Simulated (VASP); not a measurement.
# Rh (Fm-3m) in VASP: further runs

The runs below take Rh through relaxation of the atoms, with PBE.

Everything below comes from runs of VASP 6.6.1. Logs are shortened: lines on timing, memory, paths and dates and some standing lists are left out, and cuts for length are marked.

### 1 The undisturbed crystal

Symmetry: Fm-3m, No. 225, cubic system. The conventional cell has a = 3.796 Å, b = 3.796 Å, c = 3.796 Å, α = 90.00°, β = 90.00°, γ = 90.00°. Around Rh (site symmetry m-3m) lie 12 Rh at 2.68 Å.

### 2 Relaxation of the atoms, PBE (a relaxed cell with its volume scaled by 1.02)

INCAR reads:

```
PREC = Accurate ; ENCUT = 600
EDIFF = 1E-7 ; ISMEAR = 1
SIGMA = 0.1 ; LREAL = F
LASPH = T ; NELM = 80
ALGO = Normal ; ISIF = 2
LWAVE = F ; LCHARG = F
GGA = PE ; IBRION = 2
NSW = 40 ; EDIFFG = -0.01
```

KPOINTS reads:

```
Automatic mesh
0
Gamma
  16 16 16
```

POSCAR reads:

```
Rh                                      
1.0
    0.0000000000      1.9274063893      1.9274063893
    1.9274063893      0.0000000000      1.9274063893
    1.9274063893      1.9274063893      0.0000000000
  Rh            
     1
Direct
     0.0000000000000000    0.0000000000000000    0.0000000000000000
```

Potentials or basis: VASP PAW PBE potentials, release 64 (Rh_pv).

Started as:

```sh
> cat potpaw_PBE.64/Rh_pv/POTCAR > POTCAR
> mpirun -np 1 vasp_std > vasp.out
```

OUTCAR:

```text
PREC = Accurate
   ENCUT = 600
   EDIFF = 1E-7
   ISMEAR = 1
   LREAL = F
   LASPH = T
   NELM = 80
   ISIF = 2
   GGA = PE
   IBRION = 2
   NSW = 40
   EDIFFG = -0.01

 ion  position               nearest neighbor table
   1  0.000  0.000  0.000-

  LATTYP: Found a face centered cubic cell.
 ALAT       =     3.8548127786

  Lattice vectors:

 A1 = (   0.0000000000,   1.9274063893,   1.9274063893)
 A2 = (   1.9274063893,   0.0000000000,   1.9274063893)
 A3 = (   1.9274063893,   1.9274063893,   0.0000000000)

Analysis of symmetry for initial positions (statically):
=====================================================================
 Subroutine PRICEL returns:
 Original cell was already a primitive cell.

 Routine SETGRP: Setting up the symmetry group for a
 face centered cubic supercell.

 Subroutine GETGRP returns: Found 48 space group operations
 (whereof 48 operations were pure point group operations)
 out of a pool of 48 trial point group operations.

The static configuration has the point symmetry O_h .

Analysis of symmetry for dynamics (positions and initial velocities):
=====================================================================
 Subroutine PRICEL returns:
 Original cell was already a primitive cell.

 Routine SETGRP: Setting up the symmetry group for a
 face centered cubic supercell.

 Subroutine GETGRP returns: Found 48 space group operations
 (whereof 48 operations were pure point group operations)
 out of a pool of 48 trial point group operations.

The dynamic configuration has the point symmetry O_h .

 Subroutine INISYM returns: Found 48 space group operations
 (whereof 48 operations are pure point group operations),
 and found     1 'primitive' translations

----------------------------------------------------------------------------------------

                                     Primitive cell

  volume of cell :      14.3202

  direct lattice vectors                    reciprocal lattice vectors
     0.000000000  1.927406389  1.927406389    -0.259415971  0.259415971  0.259415971
     1.927406389  0.000000000  1.927406389     0.259415971 -0.259415971  0.259415971
     1.927406389  1.927406389  0.000000000     0.259415971  0.259415971 -0.259415971

  length of vectors
     2.725764256  2.725764256  2.725764256     0.449321642  0.449321642  0.449321642

  position of ions in fractional coordinates (direct lattice)
     0.000000000  0.000000000  0.000000000

  ion indices of the primitive-cell ions
   primitive index   ion index
                 1           1

----------------------------------------------------------------------------------------

 KPOINTS: Automatic mesh

Automatic generation of k-mesh.
 Grid dimensions read from file:
 generate k-points for:   16   16   16

 Generating k-lattice:

  Cartesian coordinates                     Fractional coordinates (reciprocal lattice)
    -0.016213498  0.016213498  0.016213498     0.062500000  0.000000000  0.000000000
     0.016213498 -0.016213498  0.016213498     0.000000000  0.062500000  0.000000000
     0.016213498  0.016213498 -0.016213498     0.000000000  0.000000000  0.062500000

  Length of vectors
     0.028082603  0.028082603  0.028082603

  Shift w.r.t. Gamma in fractional coordinates (k-lattice)
     0.000000000  0.000000000  0.000000000

 Subroutine IBZKPT returns following result:
 ===========================================

 Found    145 irreducible k-points:

 Following reciprocal coordinates:
            Coordinates               Weight
  0.000000  0.000000  0.000000      1.000000
  0.062500  0.000000  0.000000      8.000000
  0.125000  0.000000  0.000000      8.000000
  0.187500  0.000000  0.000000      8.000000
  0.250000  0.000000  0.000000      8.000000
  0.312500  0.000000  0.000000      8.000000
[... 16 lines left out ...]
 -0.125000  0.062500  0.000000     24.000000
 -0.062500  0.062500  0.000000     12.000000
 [... further k-points ...]
   k-points           NKPTS =    145   k-points in BZ     NKDIM =    145   number of bands    NBANDS=     11
   number of dos      NEDOS =    301   number of ions     NIONS =      1
   total plane-waves  NPLWV =  13824
   dimension x,y,z NGX =    24 NGY =   24 NGZ =   24
   dimension x,y,z NGXF=    48 NGYF=   48 NGZF=   48
   ions per type =               1
   NGX,Y,Z   is equivalent  to a cutoff of  14.64, 14.64, 14.64 a.u.
   NGXF,Y,Z  is equivalent  to a cutoff of  29.28, 29.28, 29.28 a.u.
 SYSTEM =  unknown system
   PREC   = accura    normal or accurate (medium, high low for compatibility)
   ISTART =      0    job   : 0-new  1-cont  2-samecut
   ICHARG =      2    charge: 1-file 2-atom 10-const
   ISPIN  =      1    spin polarized calculation?
   LNONCOLLINEAR =      F non collinear calculations
   LSORBIT =      F    spin-orbit coupling
   LASPH  =      T    aspherical Exc in radial PAW
   ENCUT  =  600.0 eV  44.10 Ry    6.64 a.u.   5.44  5.44  5.44*2*pi/ulx,y,z
   NELM   =     80;   NELMIN=  2; NELMDL= -5     # of ELM steps
   EDIFF  = 0.1E-06   stopping-criterion for ELM
   LREAL  =      F    real-space projection
   EDIFFG = -.1E-01   stopping-criterion for IOM
   NSW    =     40    number of steps for IOM
   IBRION =      2    ionic relax: 0-MD 1-quasi-New 2-CG
   NFREE  =      1    steps in history (QN), initial steepest desc. (CG)
   ISIF   =      2    stress and relaxation
   ISYM   =      2    0-nonsym 1-usesym 2-fastsym
   POTIM  = 0.5000    time-step for ionic-motion
   TEBEG  =    0.0;   TEEND  =   0.0 temperature during run
   PSTRESS=    0.0 pullay stress
   NELECT =      15.0000    total number of electrons
   NUPDOWN=      -1.0000    fix difference up-down
   EMIN   =  10.00;   EMAX   =-10.00  energy-range for DOS
   EFERMI =   0.00;   METHOD = LEGACY
   ISMEAR =     1;   SIGMA  =   0.10  broadening in eV -4-tet -1-fermi 0-gaus
   EFERMI_NEDOS =   21; number of points for ismear=-14 and -15
   IALGO  =     38    algorithm
   IMIX   =      4    mixing-type and parameters
     AMIX     =   0.40;   BMIX     =  1.00
     AMIX_MAG =   1.60;   BMIX_MAG =  1.00
  volume/ion in A,a.u.               =      14.32        96.64
  Fermi-wavevector in a.u.,A,eV,Ry     =   1.662603  3.141865 37.609899  2.764250
  Thomas-Fermi vector in A             =   2.749465
   LORBIT       =      0    0 simple, 1 ext, 2 COOP (PROOUT), +10 PAW based schemes
   GGA     = PE    functional components
   LHFCALC =     F    Hartree Fock is set to
   AEXX    =    0.0000 exact exchange contribution
   IVDW    =     0    specifies the selected vdW correction
   LEPSILON=     F    determine dielectric tensor
   LRPA    =     F    only Hartree local field effects (RPA)
 conjugate gradient relaxation of ions
 non-spin polarized calculation
 Methfessel and Paxton  Order N= 1 SIGMA  =   0.10
  energy-cutoff  :      600.00
  volume of cell :       14.32
 maximum number of plane-waves:       531
 NGX is ok and might be reduce to    24
   NGX = 11   NGY = 11   NGZ = 11

 number of electron      14.9999998 magnetization

 Free energy of the ion-electron system (eV)
  ---------------------------------------------------
  ext. energy  EPLUGINS =         0.00000000
  ---------------------------------------------------
  free energy    TOTEN  =        -7.25395724 eV

  energy without entropy =       -7.25368299  energy(sigma->0) =       -7.25386583

 E-fermi :  11.1541     XC(G=0): -13.7697

 val. band max:       11.1496024746   @ k =   0.4375   0.1250   0.0625
 cond. band min:      11.1580136809   @ k =  -0.3750   0.2500   0.0000
 fundamental gap:      0.0084112062
 Fermi energy:        11.1540839062

 k-point     1 :       0.0000    0.0000    0.0000
  band No.  band energies     occupation
      1     -35.1369      2.00000
      2     -35.1369      2.00000
      3     -35.1369      2.00000
      4       3.5108      2.00000
      5       8.2831      2.00000
      6       8.2831      2.00000
      7       8.2831      2.00000
      8      10.2384      2.00000
      9      10.2384      2.00000
     10      27.1877      0.00000
     11      31.8271      0.00000

 k-point     2 :       0.0625    0.0000    0.0000
  band No.  band energies     occupation
      1     -35.1617      2.00000
      2     -35.1402      2.00000
      3     -35.1402      2.00000
      4       3.6622      2.00000
      5       8.2185      2.00000
      6       8.3411      2.00000
      7       8.3411      2.00000
      8      10.2071      2.00000
      9      10.2071      2.00000
     10      27.3972      0.00000
     11      31.5586      0.00000

 k-point     3 :       0.1250    0.0000    0.0000
  band No.  band energies     occupation
      1     -35.2323      2.00000
      2     -35.1499      2.00000
      3     -35.1499      2.00000
      4       4.0920      2.00000
      5       8.0653      2.00000
      6       8.4856      2.00000
      7       8.4856      2.00000
      8      10.1480      2.00000
      9      10.1480      2.00000
     10      27.9232      0.00000
     11      29.8749      0.00000

 k-point     4 :       0.1875    0.0000    0.0000
  band No.  band energies     occupation
      1     -35.3370      2.00000
      2     -35.1643      2.00000
      3     -35.1643      2.00000
      4       4.7049      2.00000
      5       7.9559      2.00000
      6       8.6198      2.00000
      7       8.6198      2.00000
      8      10.1702      2.00000
      9      10.1702      2.00000
     10      27.8495      0.00000
     11      28.6306      0.00000
[... 239 lines left out ...]
 k-point    22 :      -0.1875    0.0625    0.0000
  band No.  band energies     occupation
      1     -35.3818      2.00000
      2     -35.1935      2.00000
      3     -35.1633      2.00000
      4       5.0393      2.00000
      5       7.8372      2.00000
      6       8.6783      2.00000
      7       8.7229      2.00000
      8       9.9167      2.00000
      9      10.5584      2.00000
     10      27.3369      0.00000
     11      28.7655      0.00000

 k-point    23 :      -0.1250    0.0625    0.0000
  band No.  band energies     occupation
      1     -35.2742      2.00000
      2     -35.1737      2.00000
      3     -35.1497      2.00000
      4       4.4089      2.00000
      5       7.9175      2.00000
      6       8.5903      2.00000
      7       8.6178      2.00000
      8       9.9202      2.00000
      9      10.3386      2.00000
     10      28.2518      0.00000
     11      29.2499      0.00000

 k-point    24 :      -0.0625    0.0625    0.0000
  band No.  band energies     occupation
      1     -35.1966      2.00000
      2     -35.1550      2.00000
      3     -35.1416      2.00000
      4       3.9077      2.00000
      5       8.0971      2.00000
      6       8.4209      2.00000
      7       8.4651      2.00000
      8      10.0660      2.00000
      9      10.2633      2.00000
     10      27.7203      0.00000
     11      30.7359      0.00000

 [... further k-points ...]

------------------------ aborting loop because EDIFF is reached ----------------------------------------

  FORCE on cell =-STRESS in cart. coord.  units (eV):
  Direction    XX          YY          ZZ          XY          YZ          ZX
  --------------------------------------------------------------------------------------
  -------------------------------------------------------------------------------------
  Total       -0.4320301     -0.4320301     -0.4320301      0.0000000      0.0000000     -0.0000000
  in kB      -48.3364405    -48.3364405    -48.3364405      0.0000000      0.0000000     -0.0000000
  external PRESSURE =     -48.3364405 kB  Pullay stress =       0.0000000 kB

 VOLUME and BASIS-vectors are now :
 -----------------------------------------------------------------------------
  energy-cutoff  :      600.00
  volume of cell :       14.32
      direct lattice vectors                 reciprocal lattice vectors
     0.000000000  1.927406389  1.927406389    -0.259415971  0.259415971  0.259415971
     1.927406389  0.000000000  1.927406389     0.259415971 -0.259415971  0.259415971
     1.927406389  1.927406389  0.000000000     0.259415971  0.259415971 -0.259415971

 POSITION                                       TOTAL-FORCE (eV/Angst)
 -----------------------------------------------------------------------------------
      0.00000      0.00000      0.00000        -0.000000     -0.000000      0.000000
 -----------------------------------------------------------------------------------
    total drift:                                0.000000      0.000000     -0.000000

  FREE ENERGIE OF THE ION-ELECTRON SYSTEM (eV)
  ---------------------------------------------------
  free  energy   TOTEN  =        -7.2539572449 eV

  energy  without entropy=       -7.2536829879  energy(sigma->0) =       -7.25386583

 reached required accuracy - stopping structural energy minimisation
```

Run time: 15 s. Hardware: 1 thread of Intel Xeon Platinum 8488C (Sapphire Rapids), shared host; peak memory 0.16 GiB.

Results:

```
Free energy             : -7.2540 eV
Pressure after relaxing : -4.8 GPa
Band gap on the k mesh  : none (metal or under the smearing width)
```

Final structure:
```yaml
crystal:
  lattice:
    - [0.00000, 1.92741, 1.92741]
    - [1.92741, 0.00000, 1.92741]
    - [1.92741, 1.92741, 0.00000]
  atoms:
    - { symbol: Rh, position: [0.00000, 0.00000, 0.00000] }
```

Caveat: the relaxation stopped at its first step, so nothing moved.

### 3 Relaxation of the atoms, PBE (a relaxed cell with its volume scaled by 1.04)

INCAR is that of step 2.

KPOINTS is that of step 2.

POSCAR reads:

```
Rh                                      
1.0
    0.0000000000      1.9399223659      1.9399223659
    1.9399223659      0.0000000000      1.9399223659
    1.9399223659      1.9399223659      0.0000000000
  Rh            
     1
Direct
     0.0000000000000000    0.0000000000000000    0.0000000000000000
```

Potentials or basis: VASP PAW PBE potentials, release 64 (Rh_pv).

Started as:

```sh
> cat potpaw_PBE.64/Rh_pv/POTCAR > POTCAR
> mpirun -np 1 vasp_std > vasp.out
```

Wall time 15 s (1 thread of Intel Xeon Platinum 8488C (Sapphire Rapids), shared host); peak memory 0.16 GiB.

It converged, with:

* Free energy: -7.2421 eV
* Pressure after relaxing: -9.1 GPa
* Band gap on the k mesh: none (metal or under the smearing width)

Final structure:
```
Rh
1.0
     0.00000    1.93992    1.93992
     1.93992    0.00000    1.93992
     1.93992    1.93992    0.00000
Rh
1
Direct
  0.00000 0.00000 0.00000
```

Levels at points of the mesh, in eV from the Fermi level:
```csv
k point,band 4,band 5,band 6,band 7,band 8,band 9,band 10,band 11
"(0.00, 0.00, 0.00)",-7.50,-2.79,-2.79,-2.79,-0.89,-0.89,16.04,20.78
"(0.50, 0.00, 0.00)",-5.61,-2.85,-2.85,0.53,0.53,0.82,8.06,15.52
"(0.50, 0.50, 0.00)",-5.75,-5.41,0.50,0.90,0.90,3.21,11.55,12.99
```

Caveat: the relaxation stopped at its first step, so nothing moved.

### 4 Relaxation of the atoms, PBE (a relaxed cell with its volume scaled by 1.06)

INCAR is that of step 3.

KPOINTS is that of step 3.

POSCAR reads:

```
Rh                                      
1.0
    0.0000000000      1.9522788924      1.9522788924
    1.9522788924      0.0000000000      1.9522788924
    1.9522788924      1.9522788924      0.0000000000
  Rh            
     1
Direct
     0.0000000000000000    0.0000000000000000    0.0000000000000000
```

Potentials or basis: VASP PAW PBE potentials, release 64 (Rh_pv).

Started as:

```sh
> cat potpaw_PBE.64/Rh_pv/POTCAR > POTCAR
> mpirun -np 1 vasp_std > vasp.out
```

OUTCAR:

```text
PREC = Accurate
   ENCUT = 600
   EDIFF = 1E-7
   ISMEAR = 1
   LREAL = F
   LASPH = T
   NELM = 80
   ISIF = 2
   GGA = PE
   IBRION = 2
   NSW = 40
   EDIFFG = -0.01

 ion  position               nearest neighbor table
   1  0.000  0.000  0.000-

  LATTYP: Found a face centered cubic cell.
 ALAT       =     3.9045577848

  Lattice vectors:

 A1 = (   0.0000000000,   1.9522788924,   1.9522788924)
 A2 = (   1.9522788924,   0.0000000000,   1.9522788924)
 A3 = (   1.9522788924,   1.9522788924,   0.0000000000)

Analysis of symmetry for initial positions (statically):
=====================================================================
 Subroutine PRICEL returns:
 Original cell was already a primitive cell.

 Routine SETGRP: Setting up the symmetry group for a
 face centered cubic supercell.

 Subroutine GETGRP returns: Found 48 space group operations
 (whereof 48 operations were pure point group operations)
 out of a pool of 48 trial point group operations.

The static configuration has the point symmetry O_h .

Analysis of symmetry for dynamics (positions and initial velocities):
[... 169 lines left out ...]
      1     -35.7354      2.00000
      2     -35.7354      2.00000
      3     -35.7354      2.00000
      4       3.1235      2.00000
      5       7.7870      2.00000
      6       7.7870      2.00000
      7       7.7870      2.00000
      8       9.6259      2.00000
      9       9.6259      2.00000
     10      26.5274      0.00000
     11      31.2793      0.00000
[... 309 lines left out ...]
 k-point    24 :      -0.0625    0.0625    0.0000
  band No.  band energies     occupation
      1     -35.7874      2.00000
      2     -35.7513      2.00000
      3     -35.7396      2.00000
      4       3.5066      2.00000
      5       7.6132      2.00000
      6       7.9174      2.00000
      7       7.9588      2.00000
      8       9.4659      2.00000
      9       9.6501      2.00000
     10      27.0145      0.00000
     11      29.8705      0.00000

 [... further k-points ...]

------------------------ aborting loop because EDIFF is reached ----------------------------------------

  FORCE on cell =-STRESS in cart. coord.  units (eV):
  Direction    XX          YY          ZZ          XY          YZ          ZX
  --------------------------------------------------------------------------------------
  -------------------------------------------------------------------------------------
  Total       -1.1973001     -1.1973001     -1.1973001     -0.0000000     -0.0000000      0.0000000
  in kB     -128.9015144   -128.9015144   -128.9015144     -0.0000000     -0.0000000      0.0000000
  external PRESSURE =    -128.9015144 kB  Pullay stress =       0.0000000 kB

 VOLUME and BASIS-vectors are now :
 -----------------------------------------------------------------------------
  energy-cutoff  :      600.00
  volume of cell :       14.88
      direct lattice vectors                 reciprocal lattice vectors
     0.000000000  1.952278892  1.952278892    -0.256110949  0.256110949  0.256110949
     1.952278892  0.000000000  1.952278892     0.256110949 -0.256110949  0.256110949
     1.952278892  1.952278892  0.000000000     0.256110949  0.256110949 -0.256110949

 POSITION                                       TOTAL-FORCE (eV/Angst)
 -----------------------------------------------------------------------------------
      0.00000      0.00000      0.00000         0.000000     -0.000000     -0.000000
 -----------------------------------------------------------------------------------
    total drift:                               -0.000000      0.000000     -0.000000

  FREE ENERGIE OF THE ION-ELECTRON SYSTEM (eV)
  ---------------------------------------------------
  free  energy   TOTEN  =        -7.2230750353 eV

  energy  without entropy=       -7.2227793957  energy(sigma->0) =       -7.22297649

 reached required accuracy - stopping structural energy minimisation
```

It took 15 s on 1 thread of Intel Xeon Platinum 8488C (Sapphire Rapids), shared host; peak memory 0.16 GiB.

Results:

```
Free energy             : -7.2231 eV
Pressure after relaxing : -12.9 GPa
Band gap on the k mesh  : none (metal or under the smearing width)
```

Final structure:
```
Rh
1.0
     0.00000    1.95228    1.95228
     1.95228    0.00000    1.95228
     1.95228    1.95228    0.00000
Rh
1
Direct
  0.00000 0.00000 0.00000
```

Caveat: the relaxation stopped at its first step, so nothing moved.

### 5 Overview

| cell | gap on the mesh (eV) | pressure (GPa) |
| --- | --- | --- |
| atoms relaxed from: a relaxed cell with its volume scaled by 1.02 | none | -4.8 |
| atoms relaxed from: a relaxed cell with its volume scaled by 1.04 | none | -9.1 |
| atoms relaxed from: a relaxed cell with its volume scaled by 1.06 | none | -12.9 |

Alike in all rows: task relaxation of the atoms; level PBE; potentials or basis VASP PAW PBE potentials, release 64 (Rh_pv); no spin polarisation; k mesh 16 × 16 × 16; cutoff (eV) 600; smearing methfessel-paxton 0.1 eV.

Caveats: the relaxation stopped at its first step, so nothing moved.

Total energies depend on the potentials used, so only differences within one code and one set of settings carry meaning.
